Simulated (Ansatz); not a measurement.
# ZnSe: response to strain

ZnSe is deformed so: equal xx and yy strain of -2 %. What stress and forces result, by LAPW, PAW and all-electron datasets made for the crystal?

Program: Ansatz 0.2.0. Level of theory: DFT LDA, scalar-relativistic. These are calculated values, not measurements.

**1. The starting structure**

Symmetry: F-43m, No. 216, cubic system. Conventional cell: a = 5.668 Å, b = 5.668 Å, c = 5.668 Å, α = 90.00°, β = 90.00°, γ = 90.00°. Zn (site symmetry -43m) is surrounded by 4 Se at 2.45 Å. Around Se (site symmetry -43m) lie 4 Zn at 2.45 Å.

Coordinates:

```
CELL_PARAMETERS angstrom
0.00000 2.83380 2.83380
2.83380 0.00000 2.83380
2.83380 2.83380 0.00000
ATOMIC_POSITIONS crystal
Zn 0.00000 0.00000 0.00000
Se 0.75000 0.75000 0.75000
```

Atoms are numbered in the order of the input: Zn1, Se2.

**2. After the deformation**

Space group F-43m before, I-4m2 after.

**3. LAPW, all electrons**

File input.yaml:

```yaml
crystal:
  lattice:
    - [0.0, 2.777124, 2.8338]
    - [2.777124, 0.0, 2.8338]
    - [2.777124, 2.777124, 0.0]
  atoms:
    - { symbol: Zn, position: [0.0, 0.0, 0.0] }
    - { symbol: Se, position: [0.75, 0.75, 0.75] }
kpoints:
  mp_grid: { grid: [8, 8, 8] }
  band_path:
    path:
      - [0.0, 0.0, 0.0]
      - [0.5, 0.0, 0.5]
      - [0.75, 0.25, 0.5]
      - [0.5, 0.5, 0.5]
      - [0.0, 0.0, 0.0]
      - [0.5, 0.5, 0.0]
      - [0.62995, 0.62995, 0.2599]
      - [0.37005, 0.37005, 0.7401]
      - [0.0, 0.0, 0.0]
    npoints: 5
scf:
  occupations: { method: fermi_dirac, width: 0.03 }
hamiltonian:
  xc: lda
  pseudopotentials: { kind: all_electron, lapw: { basis_error: 0.001 } }
output:
  forces: true
  stress: true
  eigenvalues: true
```

Launch:

```
$ ansatz run input.yaml --threads 1 --pin off --max-ram 3072MiB --backend cpu --events-out ev --progress --plain --runs-dir out
```

**4. PAW on the default files**

File input.yaml:

```yaml
crystal:
  lattice:
    - [0.0, 2.777124, 2.8338]
    - [2.777124, 0.0, 2.8338]
    - [2.777124, 2.777124, 0.0]
  atoms:
    - { symbol: Zn, position: [0.0, 0.0, 0.0] }
    - { symbol: Se, position: [0.75, 0.75, 0.75] }
kpoints:
  mp_grid: { grid: [8, 8, 8] }
scf:
  occupations: { method: fermi_dirac, width: 0.03 }
hamiltonian:
  xc: lda
  pseudopotentials: { kind: paw }
output:
  forces: true
  stress: true
  eigenvalues: true
  efg: { contact_densities: true }
  write_density: true
  write_potential: true
  elf: true
  volumetric_format: npy
```

**5. All-electron PAW on datasets made for the crystal**

input.yaml: that of step 4 with these lines changed.

```diff
@@ -14,3 +14,3 @@
   xc: lda
-  pseudopotentials: { kind: paw }
+  pseudopotentials: { kind: all_electron, datasets: crystal }
 output:
@@ -20,5 +20 @@
   efg: { contact_densities: true }
-  write_density: true
-  write_potential: true
-  elf: true
-  volumetric_format: npy
```

(Steps that only read results are left out.)

Before running it: what results should come out? Wanted: pressure; largest shear or deviatoric stress.

The runs gave:

```
                                 quantity                                              value
                                 pressure  LAPW -0.90, PAW -0.92, crystal datasets -0.90 GPa
largest shear or deviatoric stress (LAPW)                                           0.55 GPa
```

The largest part of the stress beyond the pressure is 0.55 GPa in size, in the zz component; the atoms are carried along and not relaxed. No run of the undeformed cell stands beside it, so the pressure holds what the given cell had before the change. PAW: stress within 0.02 GPa of LAPW. Crystal datasets: stress within 0.01 GPa of LAPW.
